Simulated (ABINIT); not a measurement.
PbO2:

```
CELL_PARAMETERS angstrom
0.00000 2.70199 2.70199
2.70199 0.00000 2.70199
2.70199 2.70199 0.00000
ATOMIC_POSITIONS crystal
Pb 0.00000 0.00000 0.00000
O 0.75000 0.75000 0.75000
O 0.25000 0.25000 0.25000
```

The cell comes from a database or a generator and needn't be the stable form of this composition.

| Quantity | Value |
| --- | --- |
| Program | ABINIT 10.8.3 (patched build) |
| Task | relaxation of cell and atoms |
| Functional | LDA |
| Potentials or basis | PseudoDojo NC SR LDA v0.4.1 standard |
| Cutoff | 1143 eV |
| k mesh | 7 × 7 × 7 |
| Occupations | fermi-dirac, width 0.05 eV |
| Spin | no spin polarisation |

At the start: pressure -9.6 GPa; volume 13.15 Å³/atom.

Task: Where does the relaxation end?

Result: Over 5 steps the energy falls by 28.3 meV/atom and the volume is 12.27 Å³/atom (-6.7 %); space group Fm-3m (No. 225, to 0.05 Å).

The path:
```
step  energy change (eV)  largest force (eV/Å)  pressure (GPa)  volume (Å³)
   1              0.0000                0.0000           -9.58        39.45
   2             -0.0559                0.0000           -5.96        38.31
   3             -0.0841                0.0000            1.02        36.60
   4             -0.0848                0.0000           -0.08        36.84
   5             -0.0848                0.0000            0.00        36.82
```

Final structure:
```yaml
crystal:
  lattice:
    - [0.00000, 2.64054, 2.64054]
    - [2.64054, 0.00000, 2.64054]
    - [2.64054, 2.64054, 0.00000]
  atoms:
    - { symbol: Pb, position: [0.00000, 0.00000, 0.00000] }
    - { symbol: O, position: [0.75000, 0.75000, 0.75000] }
    - { symbol: O, position: [0.25000, 0.25000, 0.25000] }
```
